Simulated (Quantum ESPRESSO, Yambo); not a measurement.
# KI (Fm-3m): Bethe-Salpeter spectra with Yambo, part 3 of 3

How far does the k mesh set the exciton binding of KI (Fm-3m)?

Quantum ESPRESSO 7.5 and Yambo 5.3.0; PBE and many-body steps on it, plane waves. Known limits of the many-body steps: not at the basis limit; no spin-orbit coupling in some runs; bindings not settled in the k mesh.

So far. Step 7 (Excitons): The lowest state lies at 4.839 eV, 0.861 eV under the direct gap. Step 8 (Empty states on the mesh, 6×6×6 mesh, 66 bands): On this mesh the gap is 3.643 eV.

**10. k mesh (6×6×6)**

This step: Bethe-Salpeter equation on PBE with a scissors shift with spin-orbit coupling, plane waves, norm-conserving pseudopotentials.

Contents of bse5.in:

```
optics
bss
bse
em1s
dipoles
rim_cut
RandQpts= 1000000
RandGvec= 1 RL
Chimod= "HARTREE"
BSKmod= "SEX"
BSEmod= "resonant"
BSSmod= "d"
BSENGexx= 20 Ry
BSENGBlk= 4 Ry
% BSEQptR
 1 | 1 |
%
% BSEBands
 23 | 28 |
%
% BEnRange
 0 | 8 | eV
%
% BDmRange
 0.1 | 0.1 | eV
%
BEnSteps= 161
% BLongDir
 1 | 0 | 0 |
%
% BndsRnXs
 13 | 66 |
%
NGsBlkXs= 4 Ry
% LongDrXs
 1 | 1 | 1 |
%
% KfnQP_E
 2.057 | 1.0 | 1.0 |
%
WRbsWF
FFTGvecs= 34 Ry
```

The run is started by

```sh
> OMP_NUM_THREADS=2 mpirun -n 2 yambo -F bse5.in -J bse5 -C bse5 > bse5.log
```

What it wrote:

```text
 Yambo, version 5.3.0

 [02] CORE Variables Setup
 =========================

  [... cell, symmetries and grids as in the set-up ...]

  [02.05] Energies & Occupations
  ==============================

  [X] === General ===
  [X] Electronic Temperature                        :  0.000000  0.000000 [eV K]
  [X] Bosonic    Temperature                        :  0.000000  0.000000 [eV K]
  [X] Finite Temperature mode                       : no
  [X] El. density                                   :  0.29485E+24 [cm-3]
  [X] Fermi Level                                   :  2.769083 [eV]

  [X] === Gaps and Widths ===
  [X] Conduction Band Min                           :  3.642951 [eV]
  [X] Valence Band Max                              :  0.000000 [eV]
  [X] Filled Bands                                  :  26
  [X] Empty Bands                                   :   27   66
  [X] Direct Gap                                    :  3.642951 [eV]
  [X] Direct Gap localized at k                     :  1
  [X] Indirect Gap                                  :  3.642951 [eV]
  [X] Indirect Gap between kpts                     :  1  1
  [X] Last valence band width                       :  0.598973 [eV]
  [X] 1st conduction band width                     :  2.297942 [eV]

 [03] Transferred momenta grid and indexing
 ==========================================

 [BZ sampling] Q-grid is User defined and/or read from the database

 IBZ Q-points                                      :  16
 BZ  Q-points                                      :  216

 K/Q-points units:
 rlu = crystal or reduced units; cc = cartesian coordinates; iku = interal k-units

 Q [ 1]         [rlu]:  0.000000  0.000000  0.000000
 Q [ 2]         [rlu]: -0.42040E-17 -0.42040E-17  0.16667
[...]
X matrix size                                    :   89
  X band range                                     :   13   66
  X e/h energy range                               : -1.000000 -1.000000 [eV]
  X Time ordering                                  : T
  X Hxc Kernel                                     : HARTREE
  X Drude frequency                                :  0.000000  0.000000
  X poles                                          :  100.0000 [o/o]
  RL vectors in the sum                            :  2085
  [r,Vnl] included                                 : yes
  Field direction                                  :  0.577350E-5  0.577350E-5  0.577350E-5
  BZ energy Double Grid                            : no
  BZ energy DbGd points                            : 0
  BZ Q point size factor                           : -1.000000
  X Optical Averaged directions                    : none

 [08] Bethe Salpeter Equation driver
 ===================================

  [08.01] Bethe Salpeter Equation @q1
  ===================================

   [08.01.01] Transition pre-analysis @q1
   ======================================

   [08.01.02] Transition Groups build-up @q1
   =========================================

   [BSK] Transition groups (total):   32
   [BSK] Size (resonant):  1728
   [BSK]         (total):  1728
   [BSK] N. of matrices :  1

   [08.01.03] Loading Dipoles @q1
   ==============================

   [08.01.04] Independent Particles properties @q1
   ===============================================

   ==========================================================

   [BSE] Exchange components :   941
   [BSE] Correlation components :    89   459

    [08.01.05.01] Screened interaction header I/O
    =============================================

    [08.01.05.02] Main kernel loop
    ==============================

    [08.01.05.03] Wave-Function Phases
    ==================================

    [BSE] WF phases found       :  29.99132 [o/o]

   [08.01.06] BSE solver(s) @q1
   ============================

   [08.01.07] Diago Solver @q1
   ===========================

 [11] Game Over & Game summary
```

Wall time 1.8 min (2 MPI ranks of Arm Neoverse V1, shared host); peak memory 0.77 GiB; 6.5 min of CPU time.

Numbers from this step:

- transitions in the window: 1728
- direct gap of the transition levels: 5.700 eV
- lowest state: 5.064 eV
- first strong exciton (over a fiftieth of the strongest listed): 5.082 eV
- binding of the lowest state below the direct gap: 0.6358 eV
- Coulomb term of one mesh cell: 0.5827 eV

The binding is 1.1 times the screened Coulomb term of one mesh cell (0.58 eV), so it is not shown settled.

The lowest state lies at 5.064 eV, 0.636 eV under the direct gap.

The window of bands is narrower than in the first exciton run, so this row is not like for like with it.

**11. Empty states on the mesh, 8×8×8 mesh, 66 bands**

This step: Quantum ESPRESSO 7.5; DFT, PBE with spin-orbit coupling, plane waves, norm-conserving pseudopotentials.

Contents of pw.in:

```
&control
  calculation = 'nscf'
  prefix = 'x'
  outdir = 'o'
  pseudo_dir = 'pseudo'
/
&system
  ibrav = 0
  nat = 2
  ntyp = 2
  ecutwfc = 76.0
  nbnd = 66
  force_symmorphic = .true.
  noncolin = .true.
  lspinorb = .true.
/
&electrons
  conv_thr = 1e-9
  electron_maxstep = 80
  diago_full_acc = .true.
  diago_thr_init = 5e-6
/
ATOMIC_SPECIES
  K 39.098 K.upf
  I 126.9 I.upf
CELL_PARAMETERS angstrom
  0.0000000000 3.5327750000 3.5327750000
  3.5327750000 0.0000000000 3.5327750000
  3.5327750000 3.5327750000 -0.0000000000
ATOMIC_POSITIONS crystal
  K 0.0000000000 0.0000000000 0.0000000000
  I 0.5000000000 0.5000000000 0.5000000000
K_POINTS automatic
  8 8 8 0 0 0
```

The run is started by

```sh
> OMP_NUM_THREADS=1 mpirun -n 4 pw.x -nk 4 -in pw.in > pw.out
```

What it wrote:

```text
[banner, memory and clock lines left out]
Program PWSCF v.7.5 starts

     Atomic positions and unit cell read from directory:
     o/x.save/

     Message from routine setup:
     using ibrav=0 with symmetry is DISCOURAGED, use correct ibrav instead

     G-vector sticks info

     bravais-lattice index     =            0
     lattice parameter (alat)  =       9.4413  a.u.
     unit-cell volume          =     595.0789 (a.u.)^3
     number of atoms/cell      =            2
     number of atomic types    =            2
     number of electrons       =        26.00
[...]
22.9880  22.9880

          k = 0.0884 0.0884-0.0884 (  6642 PWs)   bands (ev):

[...]
22.5361  22.5361

          k = 0.1768 0.1768-0.1768 (  6639 PWs)   bands (ev):

[...]
15.3374  15.3374  16.6927  16.6927  18.3173  18.3173  18.9635  18.9635
    18.9748  18.9748  19.3878  19.3878  19.4985  19.4985  22.3859  22.3860
    23.0289  23.0289

          k = 0.2652 0.2652-0.2652 (  6655 PWs)   bands (ev):

     [... further k-points ...]

     highest occupied, lowest unoccupied level (ev):     2.7691    6.4120

     XML data file, pseudopotentials, collected wavefunctions
```

Wall time 96 s (4 MPI ranks); peak memory 0.59 GiB; 6.4 min of CPU time.

This step gave:

* gap: 3.643 eV
* k of the valence top: 0, 0, 0
* k of the conduction bottom: 0, 0, 0
* least direct gap: 3.643 eV
* k points computed: 29
* lowest point of the top converged band, above the valence top: 17.36 eV

On this mesh the gap is 3.643 eV.

**12. Conversion and set-up**

This step: Yambo 5.3.0; conversion and set-up on PBE with spin-orbit coupling, plane waves, norm-conserving pseudopotentials.

The run is started by

```sh
> (cd o/x.save; p2y > p2y.log; mv SAVE ../..); yambo > setup.log
```

What it wrote:

```text
 Yambo, version 5.3.0

 [02] CORE Variables Setup
 =========================

  [02.01] Unit cells
  ==================

  Cell kind             :  FCC
  Atoms in the cell     :  K  I
  number of K  atoms    :  1
  number of I  atoms    :  1

  List of atomic masses
  Mass of K     :  39.09800
  Mass of I     :  126.9000

  List of atomic coordinates    : [cc]
  K1       :  0.000000  0.000000  0.000000  order 1
  I1       :  6.675977  6.675977  6.675977  order 2

  Alat factors          :  6.675977  6.675977  6.675977 [a.u.]
  Direct lattice volume :  595.0789 [a.u.]
[...]
Q [ 1]         [rlu]:  0.000000  0.000000  0.000000
 Q [ 2]         [rlu]: -0.33421E-18 -0.33421E-18  0.12500
 Q [ 3]         [rlu]: -0.66843E-18 -0.66843E-18  0.25000
[...]
Q [ 8]         [rlu]: -0.66843E-18  0.12500      0.37500
 Q [ 9]         [rlu]: -0.66402E-17  0.12500      0.50000
 Q [10]         [rlu]:  0.13369E-17  0.12500     -0.37500
     [... 17 further rows ...]
 Q [28]         [rlu]:  0.125000 -0.500000 -0.375000
 Q [29]         [rlu]:  0.250000 -0.500000 -0.250000

  [03.01] X indexes
  =================

   [03.01.01] Sigma indexes
   ========================

 [06] Game Over & Game summary
```

Elapsed: 5.9 s, on 1 MPI rank; peak memory 0.27 GiB.

**13. k mesh (8×8×8)**

This step: Bethe-Salpeter equation on PBE with a scissors shift with spin-orbit coupling, plane waves, norm-conserving pseudopotentials.

bse7.in is the same as bse5.in of step 10.

The run is started by

```sh
> OMP_NUM_THREADS=2 mpirun -n 2 yambo -F bse7.in -J bse7 -C bse7 > bse7.log
```

What it wrote:

```text
 Yambo, version 5.3.0

 [02] CORE Variables Setup
 =========================

  [... cell, symmetries and grids as in the set-up ...]

  [02.05] Energies & Occupations
  ==============================

  [X] === General ===
  [X] Electronic Temperature                        :  0.000000  0.000000 [eV K]
  [X] Bosonic    Temperature                        :  0.000000  0.000000 [eV K]
  [X] Finite Temperature mode                       : no
  [X] El. density                                   :  0.29485E+24 [cm-3]
  [X] Fermi Level                                   :  2.769083 [eV]

  [X] === Gaps and Widths ===
  [X] Conduction Band Min                           :  3.642951 [eV]
  [X] Valence Band Max                              :  0.000000 [eV]
  [X] Filled Bands                                  :  26
  [X] Empty Bands                                   :   27   66
  [X] Direct Gap                                    :  3.642951 [eV]
  [X] Direct Gap localized at k                     :  1
  [X] Indirect Gap                                  :  3.642951 [eV]
  [X] Indirect Gap between kpts                     :  1  1
  [X] Last valence band width                       :  0.691856 [eV]
  [X] 1st conduction band width                     :  2.444263 [eV]

 [03] Transferred momenta grid and indexing
 ==========================================

 [BZ sampling] Q-grid is User defined and/or read from the database

 IBZ Q-points                                      :  29
 BZ  Q-points                                      :   512

 K/Q-points units:
 rlu = crystal or reduced units; cc = cartesian coordinates; iku = interal k-units

 Q [ 1]         [rlu]:  0.000000  0.000000  0.000000
 Q [ 2]         [rlu]: -0.33421E-18 -0.33421E-18  0.12500
[...]
X matrix size                                    :   89
  X band range                                     :   13   66
  X e/h energy range                               : -1.000000 -1.000000 [eV]
  X Time ordering                                  : T
  X Hxc Kernel                                     : HARTREE
  X Drude frequency                                :  0.000000  0.000000
  X poles                                          :  100.0000 [o/o]
  RL vectors in the sum                            :  2085
  [r,Vnl] included                                 : yes
  Field direction                                  :  0.577350E-5  0.577350E-5  0.577350E-5
  BZ energy Double Grid                            : no
  BZ energy DbGd points                            : 0
  BZ Q point size factor                           : -1.000000
  X Optical Averaged directions                    : none

 [08] Bethe Salpeter Equation driver
 ===================================

  [08.01] Bethe Salpeter Equation @q1
  ===================================

   [08.01.01] Transition pre-analysis @q1
   ======================================

   [08.01.02] Transition Groups build-up @q1
   =========================================

   [BSK] Transition groups (total):   58
   [BSK] Size (resonant):   4096
   [BSK]         (total):   4096
   [BSK] N. of matrices :  1

   [08.01.03] Loading Dipoles @q1
   ==============================

   [08.01.04] Independent Particles properties @q1
   ===============================================

   ==========================================================

   [BSE] Exchange components :   941
   [BSE] Correlation components :    89   459

    [08.01.05.01] Screened interaction header I/O
    =============================================

    [08.01.05.02] Main kernel loop
    ==============================

    [08.01.05.03] Wave-Function Phases
    ==================================

    [BSE] WF phases found       :  38.33812 [o/o]

   [08.01.06] BSE solver(s) @q1
   ============================

   [08.01.07] Diago Solver @q1
   ===========================

 [11] Game Over & Game summary
```

Elapsed: 9.4 min, on 2 MPI ranks; peak memory 1.2 GiB; 32 min of CPU time.

This step gave:

* transitions in the window: 4096
* direct gap of the transition levels: 5.700 eV
* lowest state: 5.120 eV
* first strong exciton (over a fiftieth of the strongest listed): 5.146 eV
* binding of the lowest state below the direct gap: 0.5801 eV
* Coulomb term of one mesh cell: 0.4373 eV

The binding is 1.3 times the screened Coulomb term of one mesh cell (0.44 eV), so it is not shown settled.

The lowest state lies at 5.120 eV, 0.580 eV under the direct gap.

The ε₂ has structure finer than the step of the table below, so its rows give means over 0.25 eV, whole bins alone (the curve runs from 0 to 8 eV). Peaks (eV: height): BSE 5.150: 3.48, 5.500: 2.03, 6.300: 5.01; no electron-hole interaction 7.850: 4.33.

Field along x; broadening 0.1 eV; transition window only. Limits: finite bands, cutoff and mesh; exciton not shown settled in the k mesh. The ε₂ by photon energy; means over each step:

```csv
photon energy (eV),BSE,no electron-hole interaction
0.25,0.00543,0.00341
0.50,0.00593,0.00366
0.75,0.00652,0.00393
1.00,0.00719,0.00424
1.25,0.00798,0.00459
1.50,0.00891,0.00498
1.75,0.0100,0.00542
2.00,0.0114,0.00593
2.25,0.0130,0.00651
2.50,0.0150,0.00719
2.75,0.0176,0.00798
3.00,0.0209,0.00891
3.25,0.0254,0.0100
3.50,0.0315,0.0114
3.75,0.0406,0.0130
4.00,0.0548,0.0151
4.25,0.0797,0.0178
4.50,0.133,0.0213
4.75,0.297,0.0263
5.00,1.48,0.0338
5.25,2.17,0.0473
5.50,1.60,0.0916
5.75,0.823,0.184
6.00,1.88,0.329
6.25,4.34,0.716
6.50,3.35,0.490
6.75,2.33,0.803
7.00,1.34,1.45
7.25,1.14,1.79
7.50,0.593,3.07
7.75,0.473,3.60
```

The window of bands is narrower than in the first exciton run, so this row is not like for like with it.

**14. Spectrum in a wider window**

Contents of bse8.in:

```
optics
bss
bse
em1s
dipoles
rim_cut
RandQpts= 1000000
RandGvec= 1 RL
Chimod= "HARTREE"
BSKmod= "SEX"
BSEmod= "resonant"
BSSmod= "h"
BSENGexx= 20 Ry
BSENGBlk= 4 Ry
% BSEQptR
 1 | 1 |
%
% BSEBands
 23 | 32 |
%
% BEnRange
 0 | 11 | eV
%
% BDmRange
 0.1 | 0.1 | eV
%
BEnSteps= 111
% BLongDir
 1 | 0 | 0 |
%
% BndsRnXs
 13 | 66 |
%
NGsBlkXs= 4 Ry
% LongDrXs
 1 | 1 | 1 |
%
% KfnQP_E
 2.057 | 1.0 | 1.0 |
%
BSHayTrs= -0.02
FFTGvecs= 34 Ry
```

The run is started by

```sh
> OMP_NUM_THREADS=2 mpirun -n 2 yambo -F bse8.in -J bse8,bse7_W -C bse8 > bse8.log
```

What it wrote:

```text
 Yambo, version 5.3.0

 [02] CORE Variables Setup
 =========================

  [... cell, symmetries and grids as in the set-up ...]

  [02.05] Energies & Occupations
  ==============================

  [X] === General ===
  [X] Electronic Temperature                        :  0.000000  0.000000 [eV K]
  [X] Bosonic    Temperature                        :  0.000000  0.000000 [eV K]
  [X] Finite Temperature mode                       : no
  [X] El. density                                   :  0.29485E+24 [cm-3]
[...]
[BSE] WF phases found       :  38.54885 [o/o]

   [08.01.06] BSE solver(s) @q1
   ============================

   [08.01.07] Haydock Solver in the optics basis @q1 using the hermitian scheme
   ============================================================================

   Accuracy (requested)      : -0.020000 [o/o]

   [WARNING] [EPS_extend] Possible inaccuracy in the EPS prolungation

   [WARNING] [EPS_extend] Possible inaccuracy in the EPS prolungation

   [WARNING] [EPS_extend] Possible inaccuracy in the EPS prolungation

   [WARNING] [EPS_extend] Possible inaccuracy in the EPS prolungation
   Iterations                :   44

 [11] Game Over & Game summary
```

Wall time 5.2 min (2 MPI ranks); peak memory 2.1 GiB.

This step gave:

| Property | Result |
| --- | --- |
| transitions in the window | 12288 |
| direct gap of the transition levels | 5.700 eV |

**15. The runs together**

Times are wall times on 2 MPI ranks of Arm Neoverse V1, shared host, good to a factor of about two.

| run | mesh | transitions | broadening (eV) | direct gap (eV) | lowest state (eV) | binding (eV) | mesh cell's term (eV) | tallest peak (eV) | height | time |
| --- | --- | --- | --- | --- | --- | --- | --- | --- | --- | --- |
| excitons | 4×4×4 | 768 | 0.1 | 5.700 | 4.839 | 0.861 | 0.865 | 5.85 | 7.17 | 19 s |
| k mesh (6×6×6) | 6×6×6 | 1728 | 0.1 | 5.700 | 5.064 | 0.636 | 0.583 | 6.45 | 5.10 | 1.8 min |
| k mesh (8×8×8) | 8×8×8 | 4096 | 0.1 | 5.700 | 5.120 | 0.580 | 0.437 | 6.30 | 5.01 | 9.4 min |
| spectrum in a wider window | 8×8×8 | 12288 | 0.1 | 5.700 | - | - | - | 6.10 | 7.65 | 5.2 min |

**16. Results**

| Property | Result |
| --- | --- |
| excitons | lowest state 4.839 eV (not settled in the k mesh) |
| k mesh (6×6×6) | lowest state 5.064 eV (not settled in the k mesh) |
| k mesh (8×8×8) | lowest state 5.120 eV (not settled in the k mesh) |
| spectrum in a wider window | tallest peak 6.1 eV |

**Reading.** On the 4×4×4 mesh the lowest exciton lies at 4.839 eV, 0.861 eV below the direct gap; one cell of the mesh carries a screened Coulomb term of 0.87 eV, so this binding is not shown settled. That state is dark or weak; the first strong one lies at 4.859 eV. Bindings below are those of the lowest state. Between the two densest meshes the binding falls by 0.38 of the fall in the mesh cell's term (the screened Coulomb energy of a charge repeated on the supercell that the mesh stands for). The binding is still 1.3 times that term, so the mesh does not resolve the exciton and no limit can be drawn. k mesh (6×6×6), against «excitons (4×4×4)»: the lowest state moves by +0.225 eV (keys changed: BSEBands, the mesh and the band window). k mesh (8×8×8), against «k mesh (6×6×6)»: the lowest state moves by +0.056 eV. Spectrum in a wider window, against «k mesh (8×8×8)»: the tallest peak goes from 6.30 eV to 6.10 eV (keys changed: BSEBands, BSSmod, BSHayTrs, BEnRange, BEnSteps and the band window). Lines within a few meV of each other can be one level split by numerical noise, or distinct levels. Screening is static and electronic alone, and only transitions inside the band window count.

[Paths, hosts, dates, memory and timing lines, banners, echoed tables and standing remarks are left out of the program output.]

[Logs are printed without paths, hosts, clocks, repeated set-up lines and the standing remarks that a program may print on its own settings, such as how far it seeks lower states.]

[Runs of the session that timed out or met a known fault of the program may be left out.]

[Hosts, paths, dates, database ids (printed as entryN), source tags and the programs' standing remarks are cut or masked in the printed files.]
